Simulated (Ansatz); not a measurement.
# NiO (zincblende): how the settings move a single-point run

Aim: see which settings change the result for NiO (zincblende), by how much, and at what cost.

Computed with Ansatz 0.2.0 (reference: DFT PBE, scalar-relativistic, plane waves, PAW, unless a step's input says otherwise).

3 further runs of the same task are left out: 3 that didn't finish. Runs told in other sessions of the task aren't counted.

### Step 1. The starting structure

Symmetry: F-43m, No. 216, cubic system. The conventional cell has a = 4.482 Å, b = 4.482 Å, c = 4.482 Å, α = 90.00°, β = 90.00°, γ = 90.00°. Ni (site symmetry -43m) has 4 O at 1.94 Å in its first shell of neighbours. O (site symmetry -43m) is surrounded by 4 Ni at 1.94 Å.

Structure file:

```cif
data_structure
_symmetry_space_group_name_H-M 'P 1'
_symmetry_Int_Tables_number 1
_cell_length_a 3.1692
_cell_length_b 3.1692
_cell_length_c 3.1692
_cell_angle_alpha 60.000
_cell_angle_beta 60.000
_cell_angle_gamma 60.000
_cell_volume 22.51
loop_
_atom_site_label
_atom_site_type_symbol
_atom_site_fract_x
_atom_site_fract_y
_atom_site_fract_z
_atom_site_occupancy
Ni1 Ni 0.00000 0.00000 0.00000 1
O1 O 0.25000 0.25000 0.25000 1
```

### Step 2. Reference

Contents of input.yaml:

```yaml
crystal:
  lattice:
    - [0.0, 2.2409531277, 2.2409531277]
    - [2.2409531277, 0.0, 2.2409531277]
    - [2.2409531277, 2.2409531277, 0.0]
  atoms:
    - { symbol: Ni, position: [0.0, 0.0, 0.0], spin: 1.62 }
    - { symbol: O, position: [0.25, 0.25, 0.25] }
basis:
  ecutwfc: 420
  ecutrho_ratio: 4
kpoints:
  mp_grid: { grid: [12, 12, 12] }
hamiltonian:
  xc: pbe
scf:
  occupations: { method: gaussian, width: 0.05 }
output:
  forces: true
  stress: true
  eigenvalues: true
  populations: true
magnetization:
  spin_polarized: true
```

Started as:

```sh
$ ansatz run input.yaml --threads 2 --pin off --max-ram 2662MiB --backend cpu --events-out ev --progress --plain --runs-dir out
```

### Step 3. Changed: symmetry.detect false

Edit input.yaml of step 2 so:

```diff
@@ -6,4 +6,5 @@
   atoms:
-    - { symbol: Ni, position: [0.0, 0.0, 0.0], spin: 1.62 }
+    - { symbol: Ni, position: [0.0, 0.0, 0.0], spin: 2.0 }
     - { symbol: O, position: [0.25, 0.25, 0.25] }
+  symmetry: { detect: false }
 basis:
@@ -20,4 +21,2 @@
   stress: true
-  eigenvalues: true
-  populations: true
 magnetization:
```

### Step 4. Changed: xc_grid 2

Edit input.yaml of step 2 so:

```diff
@@ -6,3 +6,3 @@
   atoms:
-    - { symbol: Ni, position: [0.0, 0.0, 0.0], spin: 1.62 }
+    - { symbol: Ni, position: [0.0, 0.0, 0.0], spin: 2.0 }
     - { symbol: O, position: [0.25, 0.25, 0.25] }
@@ -11,2 +11,3 @@
   ecutrho_ratio: 4
+  xc_grid: 2
 kpoints:
@@ -20,4 +21,2 @@
   stress: true
-  eigenvalues: true
-  populations: true
 magnetization:
```

Before running it: what results should come out? Wanted: for each run, ending; energy change; pressure; gap; abs. moment; force.

**Answer**, as computed:

| run | ending | energy change | pressure (GPa) | gap (eV) | abs. moment (μB) | force (eV/Å) | cycles | time |
| --- | --- | --- | --- | --- | --- | --- | --- | --- |
| reference | converged | 0 | 0.0 | 0.00 | 1.96 | 0.00 | 13 | 7.7 s |
| 1: symmetry.detect false | converged | 0.0 meV/atom | 0.0 | 0.00 | 1.96 | 0.00 | 12 | 59 s |
| 2: xc_grid 2 | converged | 0.0 meV/atom | 0.0 | 0.00 | 1.96 | 0.00 | 12 | 5.2 s |

Residual by cycle in the longest SCF loop of each run; runs are numbered as in the table. The quantity is the density residual dr2, in eV.

| cycle | reference | run 1 | run 2 |
| --- | --- | --- | --- |
| 1 | 6.88 | 6.69 | 6.68 |
| 2 | 0.634 | 0.639 | 0.64 |
| 3 | 0.12 | 0.169 | 0.169 |
| 4 | 0.025 | 0.0129 | 0.013 |
| 5 | 0.0278 | 0.0168 | 0.0172 |
| 6 | 0.124 | 0.0317 | 0.0315 |
| 8 | 7.6e-4 | 6.1e-5 | 6.0e-5 |
| 9 | 1.9e-5 | 5.4e-6 | 5.4e-6 |
| 10 | 5.6e-7 | 9.2e-8 | 7.2e-8 |
| 11 | 1.5e-7 | 1.1e-8 | 2.6e-9 |
| 12 | 2.4e-9 | 5.1e-9 | 4.4e-10 |
| 13 | 5.6e-10 | - | - |

Of the converged runs whose energies compare with the reference's, none moves it noticeably. Of the variants the dearest is «symmetry.detect false» (59 s), the cheapest «xc_grid 2» (5.2 s), on a shared host.
